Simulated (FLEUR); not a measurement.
Zn in FLEUR: convergence with lmax

Input of the first run (lmax 4); the others differ in this setting and in those tied to it:

The input inp.xml:

```xml
<?xml version="1.0" encoding="UTF-8" standalone="no"?>
<fleurInput fleurInputVersion="0.39">
   <comment>
      Zn                                                                                                  
   </comment>
   <calculationSetup>
      <cutoffs Kmax="4.1" Gmax="12.7" GmaxXC="12.7" numbands="0"/>
      <scfLoop itmax="60" minDistance="0.00001" maxIterBroyd="15" imix="Anderson" alpha="0.05" precondParam="0.0" spinf="2.0" sdNocoIR="T"/>
      <coreElectrons ctail="T" frcor="F" kcrel="0" coretail_lmax="0"/>
      <xcFunctional name="PBEs" relativisticCorrections="F"/>
      <magnetism jspins="1"/>
      <soc l_soc="F" theta="0.0" phi="0.0" spav="F"/>
      <expertModes spex="0" secvar="F"/>
      <geometryOptimization l_f="T" forcealpha="1.0" forcemix="BFGS" epsdisp="0.0005" epsforce="0.0002"/>
      <ldaU l_linMix="F" mixParam="0.05" spinf="1.0"/>
   </calculationSetup>
   <cell>
      <bzIntegration valenceElectrons="20.0" mode="hist" fermiSmearingEnergy="0.00183747">
         <kPointListSelection listName="default-1"/>
         <!-- k-points included here -->
         <xi:include xmlns:xi="http://www.w3.org/2001/XInclude" href="kpts.xml"> </xi:include>
      </bzIntegration>
      <!-- symmetry operations included here -->
      <xi:include xmlns:xi="http://www.w3.org/2001/XInclude" href="sym.xml"> </xi:include>
      <bulkLattice scale="1.0">
         <bravaisMatrix>
            <row-1>    0.0000000000000000     3.7128885361870894     3.7128885361870894</row-1>
            <row-2>    3.7128885361870894     0.0000000000000000     3.7128885361870894</row-2>
            <row-3>    3.7128885361870894     3.7128885361870894     0.0000000000000000</row-3>
         </bravaisMatrix>
      </bulkLattice>
   </cell>
   <atomSpecies>
      <species name="Zinc (Zn)" element="Zn" atomicNumber="30">
         <mtSphere radius="2.43" gridPoints="803" logIncrement="0.015"/>
         <atomicCutoffs lmax="4" lnonsphr="3"/>
         <electronConfig flipSpins="F">
            <coreConfig>(1s1/2) (2s1/2) (2p1/2) (2p3/2)</coreConfig>
            <valenceConfig>(3s1/2) (3p1/2) (3p3/2) (4s1/2) (3d3/2) (3d5/2)</valenceConfig>
         </electronConfig>
         <energyParameters s="4" p="4" d="3" f="4"/>
         <lo type="SCLO" l="0" n="3" eDeriv="0"/>
         <lo type="SCLO" l="1" n="3" eDeriv="0"/>
         <lo type="SCLO" l="1" n="3" eDeriv="1"/>
         <lo type="HELO" l="2" n="4" eDeriv="0"/>
         <lo type="HELO" l="2" n="4" eDeriv="1"/>
         <lo type="SCLO" l="3" n="4" eDeriv="2"/>
      </species>
   </atomSpecies>
   <atomGroups>
      <atomGroup species="Zinc (Zn)">
         <relPos label="                   1">.0000000000 .0000000000 .0000000000</relPos>
         <force calculate="T" relaxXYZ="TTT"/>
      </atomGroup>
   </atomGroups>
   <output dos="F" band="F" slice="F">
      <checks vchk="F" cdinf="F"/>
      <bandDOS minEnergy="-.5*Htr" maxEnergy="0.5*Htr" sigma="0.015" storeEVData="T"/>
      <vacuumDOS vacdos="F" integ="F" star="F" nstars="0" locx1="0.0" locy1="0.0" locx2="0.0" locy2="0.0" nstm="0" tworkf="0.0"/>
      <unfoldingBand unfoldBand="F" supercellX="1" supercellY="1" supercellZ="1"/>
      <plotting iplot="0" polar="F">
         <plot TwoD="T" vec1="  1.0  0.0  0.0" vec2="  0.0  1.0  0.0" vec3="  0.0  0.0  1.0" zero="  0.0  0.0  0.0" file="plot"/>
      </plotting>
      <chargeDensitySlicing numkpt="0" minEigenval="0.0" maxEigenval="0.0" nnne="0" pallst="F"/>
      <specialOutput eonly="F"/>
      <moessbauerParams electricFieldGradient="T" isomerShift="T" coreHyperfine="T" valenceHyperfine="T"/>
      <magneticCircularDichroism mcd="F" energyLo="-10.0" energyUp="0.0"/>
   </output>
  <!-- We include the file relax.xml here to enable relaxations (see documentation) -->
  <xi:include xmlns:xi="http://www.w3.org/2001/XInclude" href="relax.xml"> <xi:fallback/> </xi:include>
</fleurInput>
```

File crystal.txt:

```
Zn
&input cartesian=F /
0.0000000000  1.9647760000  1.9647760000
1.9647760000  0.0000000000  1.9647760000
1.9647760000  1.9647760000  0.0000000000
1.8897261246
1.0 1.0 1.0

1
30 0.0000000000  0.0000000000  0.0000000000

&kpt div1=10 div2=10 div3=10 gamma=T /
```

Potentials or basis: all-electron, FLAPW.

Run with:

```console
$ inpgen -f crystal.txt -profile fastHighL
$ # inp.xml edited to the form shown
$ fleur_MPI
```

This isn't the form of Zn at room conditions, which is hcp.

Hardware: 1 thread of Arm Neoverse V1, with other jobs on the host.

Task: The values tried are 4, 5, 6, 7, 8, 10, 12, loosest first. From which on does the energy stay within 1 meV/atom of the tightest run that finished?

Result: From 8 on.

| lmax | energy less the tightest run, at zero smearing (meV/atom) | SCF cycles | CPU time (s) | peak memory (GiB) |
| --- | --- | --- | --- | --- |
| 4 | -176.10 | 14 | 8.6 | 0.05 |
| 5 | -12.27 | 14 | 9 | 0.05 |
| 6 | 0.71 | 14 | 10 | 0.05 |
| 7 | 1.27 | 14 | 11 | 0.05 |
| 8 | 0.59 | 14 | 13 | 0.05 |
| 10 | -0.04 | 14 | 17 | 0.06 |
| 12 | 0.00 | 14 | 23 | 0.07 |

The tightest run that finished is the yardstick and may itself not be fully converged.
